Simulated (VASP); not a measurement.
# Vacuum and the quasiparticle gap of a sheet of P, part 3 of 5

How does the G0W0 gap of a single sheet of P depend on the vacuum between its repeats?

VASP 6.6.1, plane waves and PAW; the level of theory is named at each step.

So far, gap on the k-mesh (eV): step 4 (empty bands, box 9 Å) 1.09.

### Step 5. G0W0, box 9 Å, bands in the sums 152

This step: G0W0 on PBE; plane waves and PAW (P_GW) (VASP 6.6.1).

One pass of GW corrects the levels to first order, with G and W from the starting orbitals.

File INCAR:

```
SYSTEM = P
PREC = Accurate
ENCUT = 300
ISMEAR = 0
SIGMA = 0.01
LREAL = .FALSE.
GGA = PE
NBANDS = 152
ALGO = EVGW0
NELMGW = 1
ENCUTGW = 90
NOMEGA = 48
PRECFOCK = Fast
NBANDSGW = 16
LWAVE = .FALSE.
LCHARG = .FALSE.
```

File POSCAR:

```
P
1.0
    3.1002073000      0.0000000000      0.0000000000
   -1.5501036500      2.6848582788      0.0000000000
    0.0000000000      0.0000000000      9.0000000000
P
2
Direct
    0.3333333333      0.6666666667      0.4290453371
    0.6666666667      0.3333333333      0.5709546629
```

File KPOINTS:

```
Automatic mesh
0
Gamma
9 9 1
0 0 0
```

Potentials, in the order of the species: P_GW (PBE family, release 64).

On the command line:

```sh
$ mpirun -np 8 vasp_std
```

Log:

```text
[banner, memory and clock lines left out]
running    8 mpi-ranks, on    1 nodes
 distrk:  each k-point on    8 cores,    1 groups
 distr:  one band on    1 cores,    8 groups

 POSCAR found type information on POSCAR P
 POSCAR found :  1 types and       2 ions
 [... a notice as in an earlier step ...]

|                                                                             |
|           W    W    AA    RRRRR   N    N  II  N    N   GGGG   !!!           |
|           W    W   A  A   R    R  NN   N  II  NN   N  G    G  !!!           |
|           W    W  A    A  R    R  N N  N  II  N N  N  G       !!!           |
|           W WW W  AAAAAA  RRRRR   N  N N  II  N  N N  G  GGG   !            |
|           WW  WW  A    A  R   R   N   NN  II  N   NN  G    G                |
|           W    W  A    A  R    R  N    N  II  N    N   GGGG   !!!           |
|                                                                             |
|     The default for ENCUTGWSOFT is different in this version of VASP.       |
|     please manually set ENCUTGWSOFT =90 in the INCAR file.                  |
|                                                                             |

 LDA part: xc-table for (Slater+PW92), standard interpolation
 found WAVECAR, reading the header
 POSCAR, INCAR and KPOINTS ok, starting setup
 FFT: planning ... GRIDC
 FFT: planning ... GRID_SOFT
 FFT: planning ... GRID
 reading WAVECAR
 the WAVECAR file was read successfully
 initial charge from wavefunction
 available memory per node:     64.77 GB, setting MAXMEM to     66323

 The Fermi energy was updated, please check that it is located mid-gap
 values below the HOMO (VB) or above the LUMO (CB) will cause erroneous energies
 E-fermi :   0.5629

 calculate exact exchange contribution
 the WAVEDER file was read successfully
energies w=
    0.000    0.000    0.455    0.000    0.908    0.000    1.358    0.000
    1.802    0.000    2.240    0.000    2.670    0.000    3.093    0.000
    3.508    0.000    3.916    0.000    4.316    0.000    4.709    0.000
    5.097    0.000    5.481    0.000    5.861    0.000    6.239    0.000
    6.616    0.000    6.994    0.000    7.375    0.000    7.760    0.000
    8.152    0.000    8.552    0.000    8.964    0.000    9.388    0.000
    9.830    0.000   10.291    0.000   10.777    0.000   11.291    0.000
   11.840    0.000   12.430    0.000   13.068    0.000   13.767    0.000
   14.536    0.000   15.393    0.000   16.356    0.000   17.453    0.000
   18.717    0.000   20.196    0.000   21.953    0.000   24.082    0.000
   26.718    0.000   30.071    0.000   34.481    0.000   40.537    0.000
   49.359    0.000   63.365    0.000   88.931    0.000  150.066    0.000
 responsefunction array rank=     160
 LDA part: xc-table for (Slater+PW92), standard interpolation

 min. memory requirement per mpi rank    104.3 MB, per node    834.6 MB

 allocating   6 responsefunctions rank=   160
 shmem allocating  48 responsefunctions rank=   160
 response function shared by NCSHMEM nodes    1
 Doing            6  frequencies on each core in blocks of           48
NQ=   1    0.0000    0.0000    0.0000,
|.........|.........|.........|.........|.........|.........|.........|.........
 performed        177000 updates of chi_q(r,r)
 total number of BLAS operations         32.37 Gflops
NQ=   2    0.1111    0.0000    0.0000,
|.........|.........|.........|.........|.........|.........|.........|.........
 performed        602000 updates of chi_q(r,r)
 total number of BLAS operations        106.93 Gflops
NQ=   3    0.2222   -0.0000    0.0000,
|.........|.........|.........|.........|.........|.........|.........|.........
 performed       1027000 updates of chi_q(r,r)
 total number of BLAS operations        177.51 Gflops
NQ=   4    0.3333    0.0000    0.0000,
|.........|.........|.........|.........|.........|.........|.........|.........
 performed       1452000 updates of chi_q(r,r)
 total number of BLAS operations        250.07 Gflops
NQ=   5    0.4444   -0.0000    0.0000,
|.........|.........|.........|.........|.........|.........|.........|.........
 performed       1877000 updates of chi_q(r,r)
 total number of BLAS operations        320.66 Gflops
NQ=   6    0.1111    0.1111    0.0000,
|.........|.........|.........|.........|.........|.........|.........|.........
 performed       2302000 updates of chi_q(r,r)
 total number of BLAS operations        400.34 Gflops
NQ=   7    0.2222    0.1111    0.0000,
|.........|.........|.........|.........|.........|.........|.........|.........
 performed       2815000 updates of chi_q(r,r)
 total number of BLAS operations        491.47 Gflops
NQ=   8    0.3333    0.1111    0.0000,
|.........|.........|.........|.........|.........|.........|.........|.........
 performed       3328000 updates of chi_q(r,r)
 total number of BLAS operations        577.76 Gflops
NQ=   9    0.4444    0.1111    0.0000,
|.........|.........|.........|.........|.........|.........|.........|.........
 performed       3753000 updates of chi_q(r,r)
 total number of BLAS operations        642.59 Gflops
NQ=  10    0.2222    0.2222    0.0000,
|.........|.........|.........|.........|.........|.........|.........|.........
 performed       4178000 updates of chi_q(r,r)
 total number of BLAS operations        715.15 Gflops
NQ=  11    0.3333    0.2222    0.0000,
|.........|.........|.........|.........|.........|.........|.........|.........
 performed       4691000 updates of chi_q(r,r)
 total number of BLAS operations        792.18 Gflops
NQ=  12    0.3333    0.3333    0.0000,
|.........|.........|.........|.........|.........|.........|.........|.........
 performed       4921000 updates of chi_q(r,r)
 total number of BLAS operations        821.52 Gflops
 resolving degeneracies of screened two electron integrals

 calculate QP shifts <psi_nk| G(iteration)W_0 |psi_nk>: iteration 1
 entering main loop
```

It took 29 s on 8 MPI ranks of Intel Xeon Platinum 8488C (Sapphire Rapids), shared host; peak memory 1.4 GiB.

Parts of OUTCAR (step 5):

```text
   k-points           NKPTS =     12   k-points in BZ     NKDIM =     81   number of bands    NBANDS=    152

   NELECT =      10.0000    total number of electrons

 E-fermi :   0.5629

 QP shifts <psi_nk| G(iteration)W_0 |psi_nk>: iteration 1
 for sc-GW calculations column KS-energies equals QP-energies in previous step
 and V_xc(KS)=  KS-energies - (<T + V_ion + V_H > + <T+V_H+V_ion>^1  + <V_x>^1)
 k-point   1 :       0.0000    0.0000    0.0000
  band No.  KS-energies  QP-energies   sigma(KS)   V_xc(KS)     V^pw_x(r,r')   Z            occupation Imag(sigma)
    ...
      2      -7.6817      -8.1570     -11.7225     -11.0403     -16.5490       0.6968       2.0000       0.7307
      3      -1.6570      -2.4113     -11.0833     -10.0640     -12.9807       0.7401       2.0000       0.0809
      4       0.0193      -0.3476     -13.6874     -13.2216     -14.4392       0.7878       2.0000       0.0436
      5       0.0193      -0.3476     -13.6874     -13.2216     -14.4392       0.7878       2.0000       0.0436
      6       4.0164       4.6949     -11.3057     -12.1992      -7.1075       0.7594       0.0000      -0.0754
      7       4.0164       4.6949     -11.3057     -12.1992      -7.1075       0.7594       0.0000      -0.0754
      8       4.8922       5.6781     -11.6118     -12.6157      -7.1893       0.7828       0.0000      -0.0766
      9       4.9866       4.8944      -2.9960      -2.8900      -0.8924       0.8707       0.0000      -0.0466
    ...

 k-point   2 :       0.1111    0.0000    0.0000
  band No.  KS-energies  QP-energies   sigma(KS)   V_xc(KS)     V^pw_x(r,r')   Z            occupation Imag(sigma)
    ...
      2      -7.4878      -7.9644     -11.7752     -11.0951     -16.5054       0.7007       2.0000       0.6879
      3      -1.5976      -2.0222     -13.3615     -12.8097     -14.6857       0.7693       2.0000       0.0703
      4      -1.4922      -2.2259     -11.2466     -10.2634     -13.0210       0.7464       2.0000       0.0745
      5      -0.5087      -0.8967     -13.5484     -13.0532     -14.4479       0.7836       2.0000       0.0485
      6       3.4955       4.1391     -11.1369     -11.9743      -7.1370       0.7686       0.0000      -0.0630
      7       4.6487       5.3274     -11.4628     -12.3734      -6.9547       0.7454       0.0000      -0.1104
      8       5.1853       5.1195      -3.2555      -3.1792      -1.0587       0.8637       0.0000      -0.0504
      9       5.5282       5.6858      -5.2218      -5.4138      -1.9946       0.8211       0.0000      -0.0714
    ...

[... 7 parts as in an earlier step ...]

[... 8 further parts left out ...]
```

This step gave:

```yaml
quasiparticle_gap_on_the_mesh: 1.908 eV
smallest_direct_quasiparticle_gap_on_the_mesh: 3.587 eV
gap_of_the_starting_orbitals_on_the_mesh: 1.087 eV
```

GW takes the gap from 1.087 to 1.908 eV. The sheet keeps a typed, unrelaxed lattice constant, and the Coulomb interaction between its repeats isn't cut. The value holds for 152 bands, ENCUTGW = 90 eV and this mesh, and isn't shown to be converged in them.

### Step 6. Ground state with more vacuum, box 10.5 Å, height 10.5

This step: PBE; plane waves and PAW (P_GW) (VASP 6.6.1).

The cell is made 10.5 Å high around the same sheet, and the chain is run again; the band count grows with the volume, so that the sums reach the same energy.

File INCAR:

```
SYSTEM = P
PREC = Accurate
ENCUT = 300
EDIFF = 1E-08
NELM = 100
ISMEAR = 0
SIGMA = 0.01
LREAL = .FALSE.
ALGO = Normal
GGA = PE
NBANDS = 11
LORBIT = 11
LWAVE = .TRUE.
LCHARG = .FALSE.
KPAR = 8
```

File POSCAR:

```
P
1.0
    3.1002073000      0.0000000000      0.0000000000
   -1.5501036500      2.6848582788      0.0000000000
    0.0000000000      0.0000000000     10.5000000000
P
2
Direct
    0.3333333333      0.6666666667      0.4391817175
    0.6666666667      0.3333333333      0.5608182825
```

KPOINTS is that of step 5.

On the command line:

```sh
$ mpirun -np 8 vasp_std
```

Log:

```text
[... set-up lines as in an earlier step ...]
 entering main loop
       N       E                     dE             d eps       ncg     rms          rms(c)
DAV:   1     0.361202163974E+02    0.36120E+02   -0.29906E+03   264   0.456E+02
DAV:   2    -0.757390976110E+01   -0.43694E+02   -0.41983E+02   383   0.128E+02
DAV:   3    -0.105415008529E+02   -0.29676E+01   -0.29497E+01   317   0.358E+01
DAV:   4    -0.106736012726E+02   -0.13210E+00   -0.13202E+00   447   0.768E+00
DAV:   5    -0.106748953909E+02   -0.12941E-02   -0.12941E-02   337   0.660E-01    0.262E+00
DAV:   6    -0.105501578333E+02    0.12474E+00   -0.96341E-02   312   0.166E+00    0.151E+00
DAV:   7    -0.105008726284E+02    0.49285E-01   -0.14572E-01   351   0.206E+00    0.202E-01
DAV:   8    -0.105003943057E+02    0.47832E-03   -0.11238E-02   293   0.818E-01    0.386E-02
DAV:   9    -0.105003123343E+02    0.81971E-04   -0.10387E-03   401   0.226E-01    0.289E-02
DAV:  10    -0.105003596189E+02   -0.47285E-04   -0.53974E-04   303   0.118E-01    0.193E-02
DAV:  11    -0.105004347989E+02   -0.75180E-04   -0.82453E-05   305   0.631E-02    0.148E-02
DAV:  12    -0.105006601269E+02   -0.22533E-03   -0.52288E-05   288   0.411E-02    0.307E-03
DAV:  13    -0.105006720637E+02   -0.11937E-04   -0.40054E-06   297   0.118E-02    0.191E-03
DAV:  14    -0.105006750688E+02   -0.30051E-05   -0.18355E-06   310   0.904E-03    0.607E-04
DAV:  15    -0.105006751124E+02   -0.43594E-07   -0.82952E-08   423   0.174E-03    0.324E-04
DAV:  16    -0.105006751589E+02   -0.46535E-07   -0.19818E-08   299   0.906E-04    0.767E-05
DAV:  17    -0.105006751524E+02    0.65480E-08   -0.86407E-10   283   0.178E-04
   1 F= -.10500675E+02 E0= -.10500675E+02  d E =-.409792E-20
 writing wavefunctions
```

It took 2.8 s on 8 MPI ranks; peak memory 1.2 GiB.

OUTCAR, selected parts (step 6):

```text
   ENCUT  =  300.0 eV  22.05 Ry    4.70 a.u.   4.38  4.38 14.83*2*pi/ulx,y,z

   NELECT =      10.0000    total number of electrons

 E-fermi :  -0.6848

 k-point     1 :       0.0000    0.0000    0.0000
  band No.  band energies     occupation
      1     -16.3667      2.00000
      2      -8.4493      2.00000
      3      -2.4176      2.00000
      4      -0.7465      2.00000
      5      -0.7465      2.00000
      6       3.2502      0.00000
      7       3.2502      0.00000
      8       4.0358      0.00000
      9       4.1289      0.00000
     10       4.1401      0.00000
    ...

  Total        3.1758024      3.1758024      0.0828585      0.0000000      0.0000000      0.0000000
  in kB       58.2187206     58.2187206      1.5189597      0.0000000      0.0000000      0.0000000
  external PRESSURE =      39.3188003 kB  Pullay stress =       0.0000000 kB

 POSITION                                       TOTAL-FORCE (eV/Angst)
 -----------------------------------------------------------------------------------
     -0.00000      1.78991      4.61141         0.000000     -0.000000     -0.133238
      1.55010      0.89495      5.88859        -0.000000      0.000000      0.133238
 -----------------------------------------------------------------------------------
    total drift:                                0.000000     -0.000000     -0.000000

  FREE ENERGIE OF THE ION-ELECTRON SYSTEM (eV)
  ---------------------------------------------------
  free  energy   TOTEN  =       -10.5006751524 eV

  energy  without entropy=      -10.5006751524  energy(sigma->0) =      -10.50067515

[... 2 parts as in an earlier step ...]

[... 14 further parts left out ...]
```

This step gave:

| Property | Result |
| --- | --- |
| free energy (TOTEN) | -10.50 eV |
| Fermi energy | -0.6848 eV |
| gap on the k-mesh | 1.085 eV |
| least direct gap on the k-mesh | 2.481 eV |

### Step 7. Empty bands, box 10.5 Å, height 10.5

The empty bands are made again, for the run that follows.

File INCAR:

```
SYSTEM = P
PREC = Accurate
ENCUT = 300
ISMEAR = 0
SIGMA = 0.01
LREAL = .FALSE.
GGA = PE
NBANDS = 176
ALGO = Exact
NELM = 1
LWAVE = .TRUE.
LCHARG = .FALSE.
LOPTICS = .TRUE.
NEDOS = 1000
CSHIFT = 0.1
```

POSCAR is that of step 6.

KPOINTS is that of step 6.

On the command line:

```sh
$ mpirun -np 8 vasp_std
```

Log:

```text
[banner, memory and clock lines left out]
running    8 mpi-ranks, on    1 nodes
[...]
[... a notice as in an earlier step ...]

 LDA part: xc-table for (Slater+PW92), standard interpolation
 found WAVECAR, reading the header
  number of bands has changed, file:    11 present:   176
  trying to continue reading WAVECAR, but it might fail
 POSCAR, INCAR and KPOINTS ok, starting setup
[...]
reading WAVECAR
 random initialization beyond band           11
 the WAVECAR file was read successfully
 initial charge from wavefunction
 entering main loop
       N       E                     dE             d eps       ncg     rms          rms(c)
DIA:   1    -0.105006751475E+02   -0.10501E+02    0.00000E+00     0   0.000E+00
   1 F= -.10500675E+02 E0= -.10500675E+02  d E =-.100686E-68
 writing wavefunctions
 optical routines
 imaginary and real dielectric function
 recalculating local potential from charge density
 direction            1
 direction            2
 direction            3
```

Elapsed: 7.2 s, on 8 MPI ranks; peak memory 1.3 GiB; 46 s of CPU time.

OUTCAR, selected parts (step 7):

```text
  Total        3.1758474      3.1758474      0.0829384      0.0000000      0.0000000      0.0000000
  in kB       58.2195451     58.2195451      1.5204236      0.0000000      0.0000000      0.0000000
  external PRESSURE =      39.3198380 kB  Pullay stress =       0.0000000 kB

 POSITION                                       TOTAL-FORCE (eV/Angst)
 -----------------------------------------------------------------------------------
     -0.00000      1.78991      4.61141         0.000000     -0.000000     -0.133247
      1.55010      0.89495      5.88859        -0.000000      0.000000      0.133247
 -----------------------------------------------------------------------------------
    total drift:                                0.000000     -0.000000     -0.000000

  FREE ENERGIE OF THE ION-ELECTRON SYSTEM (eV)
  ---------------------------------------------------
  free  energy   TOTEN  =       -10.5006751475 eV

  energy  without entropy=      -10.5006751475  energy(sigma->0) =      -10.50067515

[... 1 part as in an earlier step ...]

[... 2 further parts left out ...]
[key lines of the parts left out:]
E-fermi :  -0.6240
```

WAVECAR now holds 176 bands for 10 electrons.

### Step 8. G0W0, box 10.5 Å, bands in the sums 176, height 10.5

This step: G0W0 on PBE; plane waves and PAW (P_GW) (VASP 6.6.1).

G0W0 in the taller cell, at the same response cutoff, frequencies and mesh.

File INCAR:

```
SYSTEM = P
PREC = Accurate
ENCUT = 300
ISMEAR = 0
SIGMA = 0.01
LREAL = .FALSE.
GGA = PE
NBANDS = 176
ALGO = EVGW0
NELMGW = 1
ENCUTGW = 90
NOMEGA = 48
PRECFOCK = Fast
NBANDSGW = 16
LWAVE = .FALSE.
LCHARG = .FALSE.
```

POSCAR is that of step 7.

KPOINTS is that of step 7.

On the command line:

```sh
$ mpirun -np 8 vasp_std
```

Log:

```text
[banner, memory and clock lines left out]
running    8 mpi-ranks, on    1 nodes
[...]
[... a notice as in an earlier step ...]

 [... a notice as in an earlier step ...]

 LDA part: xc-table for (Slater+PW92), standard interpolation
 found WAVECAR, reading the header
 POSCAR, INCAR and KPOINTS ok, starting setup
[...]
reading WAVECAR
 the WAVECAR file was read successfully
 initial charge from wavefunction
 available memory per node:     64.71 GB, setting MAXMEM to     66263

 The Fermi energy was updated, please check that it is located mid-gap
 values below the HOMO (VB) or above the LUMO (CB) will cause erroneous energies
 E-fermi :  -0.2041

 calculate exact exchange contribution
 the WAVEDER file was read successfully
energies w=
    0.000    0.000    0.455    0.000    0.907    0.000    1.356    0.000
    1.800    0.000    2.237    0.000    2.668    0.000    3.090    0.000
    3.505    0.000    3.912    0.000    4.312    0.000    4.705    0.000
[...]
total number of BLAS operations        790.25 Gflops
NQ=   8    0.3333    0.1111    0.0000,
|.........|.........|.........|.........|.........|.........|.........|.........
 performed       3859000 updates of chi_q(r,r)
 total number of BLAS operations        926.13 Gflops
NQ=   9    0.4444    0.1111    0.0000,
|.........|.........|.........|.........|.........|.........|.........|.........
 performed       4352000 updates of chi_q(r,r)
 total number of BLAS operations       1034.89 Gflops
NQ=  10    0.2222    0.2222    0.0000,
|.........|.........|.........|.........|.........|.........|.........|.........
 performed       4845000 updates of chi_q(r,r)
 total number of BLAS operations       1143.64 Gflops
NQ=  11    0.3333    0.2222    0.0000,
|.........|.........|.........|.........|.........|.........|.........|.........
 performed       5439000 updates of chi_q(r,r)
 total number of BLAS operations       1266.96 Gflops
NQ=  12    0.3333    0.3333    0.0000,
|.........|.........|.........|.........|.........|.........|.........|.........
 performed       5707000 updates of chi_q(r,r)
 total number of BLAS operations       1315.21 Gflops
 resolving degeneracies of screened two electron integrals

 calculate QP shifts <psi_nk| G(iteration)W_0 |psi_nk>: iteration 1
 entering main loop
```

Elapsed: 35 s, on 8 MPI ranks; peak memory 1.6 GiB.

Parts of OUTCAR (step 8):

```text
 QP shifts <psi_nk| G(iteration)W_0 |psi_nk>: iteration 1
 for sc-GW calculations column KS-energies equals QP-energies in previous step
 and V_xc(KS)=  KS-energies - (<T + V_ion + V_H > + <T+V_H+V_ion>^1  + <V_x>^1)
 k-point   1 :       0.0000    0.0000    0.0000
  band No.  KS-energies  QP-energies   sigma(KS)   V_xc(KS)     V^pw_x(r,r')   Z            occupation Imag(sigma)
    ...
      2      -8.4493      -8.9423     -11.7509     -11.0388     -16.5481       0.6922       2.0000       0.7430
      3      -2.4176      -3.1822     -11.1394     -10.0968     -12.9732       0.7333       2.0000       0.0879
      4      -0.7465      -1.1328     -13.7180     -13.2216     -14.4887       0.7782       2.0000       0.0516
      5      -0.7465      -1.1328     -13.7180     -13.2216     -14.4887       0.7782       2.0000       0.0516
      6       3.2502       3.9433     -11.2746     -12.1995      -7.0737       0.7494       0.0000      -0.0791
      7       3.2502       3.9433     -11.2746     -12.1995      -7.0737       0.7494       0.0000      -0.0791
      8       4.0358       4.1673      -4.6164      -4.7752      -1.7831       0.8283       0.0000      -0.0639
      9       4.1289       4.9070     -11.3603     -12.3636      -6.9848       0.7755       0.0000      -0.0743
    ...

[... 1 part as in an earlier step ...]

[... 2 further parts left out ...]
[key lines of the parts left out:]
E-fermi :  -0.2041
```

The gap is now 1.942 eV, +34 meV against the lowest cell. Of the change against the lowest cell, -2 meV is already in the starting gap. The sheet keeps a typed, unrelaxed lattice constant, and the Coulomb interaction between its repeats isn't cut.

(Continued in part 4 of 5.)

[Lines on the potential files, build, host, timing and source positions are cut from VASP's logs without a mark.]

[Logs are printed without paths, hosts, clocks, repeated set-up lines and the standing remarks that a program may print on its own settings, such as how far it seeks lower states.]

[Hosts, paths, dates, database ids (printed as entryN), source tags and the programs' standing remarks are cut or masked in the printed files.]

[Pressures printed for these runs are not shown converged in the cutoff: they can be off by several GPa and have the wrong sign.]
